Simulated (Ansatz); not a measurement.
Input of an Ansatz 0.2.0 run:

input.yaml

```yaml
crystal:
  lattice:
    - [0.0, 2.703, 2.703]
    - [2.703, 0.0, 2.703]
    - [2.703, 2.703, 0.0]
  atoms:
    - { symbol: Ni, position: [0.0, 0.0, 0.0], spin: 1.0 }
    - { symbol: Si, position: [0.75, 0.75, 0.75] }
    - { symbol: Si, position: [0.25, 0.25, 0.25] }
hamiltonian:
  xc: r2scan
  pseudopotentials: { kind: paw }
magnetization:
  spin_polarized: true
kpoints:
  mp_grid: { grid: [9, 9, 9] }
  band_path:
    path:
      - [[0.0, 0.0, 0.0], [0.5, 0.0, 0.5], [0.5, 0.25, 0.75], [0.375, 0.375, 0.75], [0.0, 0.0, 0.0], [0.5, 0.5, 0.5], [0.625, 0.25, 0.625], [0.5, 0.25, 0.75], [0.5, 0.5, 0.5], [0.375, 0.375, 0.75]]
      - [[0.625, 0.25, 0.625], [0.5, 0.0, 0.5]]
    npoints: 14
scf:
  occupations: { method: fermi_dirac, width: 0.05 }
  n_extra_bands: 7
output:
  forces: true
  stress: true
  eigenvalues: true
  fatbands: false
  write_density: true
  write_potential: true
  elf: true
  volumetric_format: npy
```

Potentials or basis: Ansatz PAW.

Command:

```console
$ ansatz run input.yaml --threads 2 --pin off --max-ram 5632MiB --backend cpu --events-out ev --progress --plain --runs-dir out
```

**Question.** Predict the pressure.

**Answer.** -1.5 GPa.

**Question.** What does it give for the band gap on the k mesh?

**Answer.** None (metal or under the smearing width).

**Question.** Predict the absolute moment.

**Answer.** 0.00 μB per cell.

**Question.** Estimate the net moment.

**Answer.** 0.00 μB per cell.

Levels at the corners of the path, in eV from the Fermi level:
Spin up:
| point | band 10 | band 11 | band 12 | band 13 | band 14 | band 15 | band 16 | band 17 |
| --- | --- | --- | --- | --- | --- | --- | --- | --- |
| Γ | -3.78 | 0.01 | 1.73 | 1.73 | 1.73 | 2.24 | 2.24 | 2.24 |
| X | -3.79 | -3.79 | -3.70 | -3.35 | -0.38 | 1.49 | 7.97 | 8.84 |
| W | -3.96 | -3.79 | -3.42 | -2.66 | 2.33 | 2.33 | 4.89 | 5.49 |
| K | -4.00 | -3.61 | -3.15 | -2.88 | 0.25 | 3.83 | 4.86 | 6.83 |
| Γ | -3.78 | 0.01 | 1.73 | 1.73 | 1.73 | 2.24 | 2.24 | 2.24 |
| L | -3.55 | -3.55 | -1.69 | -1.69 | 1.84 | 1.84 | 2.09 | 2.84 |
| U | -4.00 | -3.61 | -3.15 | -2.88 | 0.25 | 3.83 | 4.86 | 6.83 |
| W | -3.96 | -3.79 | -3.42 | -2.66 | 2.33 | 2.33 | 4.89 | 5.49 |
| L | -3.55 | -3.55 | -1.69 | -1.69 | 1.84 | 1.84 | 2.09 | 2.84 |
| K | -4.00 | -3.61 | -3.15 | -2.88 | 0.25 | 3.83 | 4.86 | 6.83 |
| U | -4.00 | -3.61 | -3.15 | -2.88 | 0.25 | 3.83 | 4.86 | 6.83 |
| X | -3.79 | -3.79 | -3.70 | -3.35 | -0.38 | 1.49 | 7.97 | 8.84 |
Spin down:
| point | band 11 | band 12 | band 13 | band 14 | band 15 | band 16 |
| --- | --- | --- | --- | --- | --- | --- |
| Γ | 0.01 | 1.73 | 1.73 | 1.73 | 2.24 | 2.24 |
| X | -3.79 | -3.70 | -3.35 | -0.38 | 1.49 | 7.97 |
| W | -3.79 | -3.42 | -2.66 | 2.33 | 2.33 | 4.89 |
| K | -3.61 | -3.15 | -2.88 | 0.25 | 3.83 | 4.86 |
| Γ | 0.01 | 1.73 | 1.73 | 1.73 | 2.24 | 2.24 |
| L | -3.55 | -1.69 | -1.69 | 1.84 | 1.84 | 2.09 |
| U | -3.61 | -3.15 | -2.88 | 0.25 | 3.83 | 4.86 |
| W | -3.79 | -3.42 | -2.66 | 2.33 | 2.33 | 4.89 |
| L | -3.55 | -1.69 | -1.69 | 1.84 | 1.84 | 2.09 |
| K | -3.61 | -3.15 | -2.88 | 0.25 | 3.83 | 4.86 |
| U | -3.61 | -3.15 | -2.88 | 0.25 | 3.83 | 4.86 |
| X | -3.79 | -3.70 | -3.35 | -0.38 | 1.49 | 7.97 |

Caveat: the magnetic or orbital state may not be the lowest; the PAW data sets come from PBE, with cores solved anew for the run's functional, which leaves a small shift of forces and pressure; the starting moments weren't kept.
